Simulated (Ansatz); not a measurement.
## CsI: XPS core lines

Cell: a structure deposited in the COD, ions relaxed with PBE at fixed cell, repeated to a supercell; a hole's nearest image is 7.9 Å away.

Space group Pm-3m (No. 221); a = 4.5667 Å.

```csv
site,Wyckoff,site symmetry,x,y,z
Cs1,1a,m-3m,0.0000,0.0000,0.0000
I5,1b,m-3m,0.5000,0.5000,0.5000
```

One atom of each set is listed; the run and its k-mesh use a cell of 8 atoms with edges of 7.91, 7.91, 7.91 Å.

All values are calculated (Ansatz; DFT, PBE, plane waves and PAW, scalar-relativistic, 420 eV cutoff, Γ-centred 3×3×3 k-points, fixed occupations), not measured.

Each value is a total-energy difference between the cell with one core hole and the ground state (ΔSCF), counted from the top of the valence band. The cell with the hole is spin-polarised, as the shell with the hole is left with one unpaired spin. The periodic images are corrected with the calculated ε∞ = 3.35.

Task: What binding energies does the calculation give for Cs 3d, I 3d?

Result: 

```json
{"line": "Cs 3d", "atom": "1", "first shell": "8 I at 3.95 Å", "E_B (eV)": "723.8", "j = l + ½ / j = l − ½ (eV)": "718.3 / 732.2"}
{"line": "I 3d", "atom": "5", "first shell": "8 Cs at 3.95 Å", "E_B (eV)": "618.0", "j = l + ½ / j = l − ½ (eV)": "613.4 / 624.9"}
```

For p, d and f shells E_B is the weighted mean of the two lines, whose splitting comes from the free atom's Dirac orbitals.

The program doubts some values: the cell is too small to check the potential alignment. Absolute PBE values can be off by an eV or more, and the 3d and 4f lines of heavy atoms by several eV. Multiplets, satellites and widths aren't calculated.
